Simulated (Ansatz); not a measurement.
The system is TiO.

```
CELL_PARAMETERS angstrom
3.00943 0.00000 0.00000
-1.50472 2.60625 0.00000
0.00000 0.00000 2.93706
ATOMIC_POSITIONS crystal
Ti 0.00000 0.00000 0.00000
O 0.66667 0.33333 0.50000
```

The cell comes from a database or a generator and needn't be the stable form of this composition.

| Item | Value |
| --- | --- |
| Program | Ansatz 0.2.0 |
| Task | relaxation of cell and atoms |
| Functional | PBEsol |
| Potentials or basis | Ansatz PAW |
| Cutoff | 420 eV (not typed: the program's choice for these potentials) |
| k mesh | 10 × 10 × 9 |
| Occupations | fermi-dirac, width 0.05 eV |
| Spin | no spin polarisation |

At the start: volume 11.52 Å³/atom.

Question: Where does the relaxation end?

Answer: It ends after 9 steps and the volume is 9.41 Å³/atom (-18.3 %); space group P-6m2 (No. 187, to 0.05 Å).

The path:
```
step  energy change (eV)  largest force (eV/Å)  volume (Å³)
   1              0.0000                0.0000        23.04
   2             -0.4487                0.0000        20.33
   3             -0.5212                0.0000        18.28
   4             -0.5341                0.0000        18.89
   5             -0.5342                0.0000        18.87
   6             -0.5342                0.0000        18.87
   7             -0.5277                0.0000        18.87
   8             -0.5281                0.0000        18.82
   9             -0.5279                0.0000        18.82
```

Final structure:
```
Ti O
1.0
     2.78879    0.00000    0.00000
    -1.39440    2.41517    0.00000
     0.00000    0.00000    2.79408
Ti O
1 1
Cartesian
  0.0000 0.0000 0.0000
  1.3944 0.8051 1.3970
```

Caveat: the volume moved by over 15 % at a fixed basis, so the end points are rough; the plane-wave basis is chosen anew once the cell has moved, so the energies of steps on either side of that aren't comparable; the pressure holds a Pulay correction of +0.7 GPa for the finite cutoff; the PAW data sets come from PBE, with cores solved anew for the run's functional, which leaves a small shift of forces and pressure.
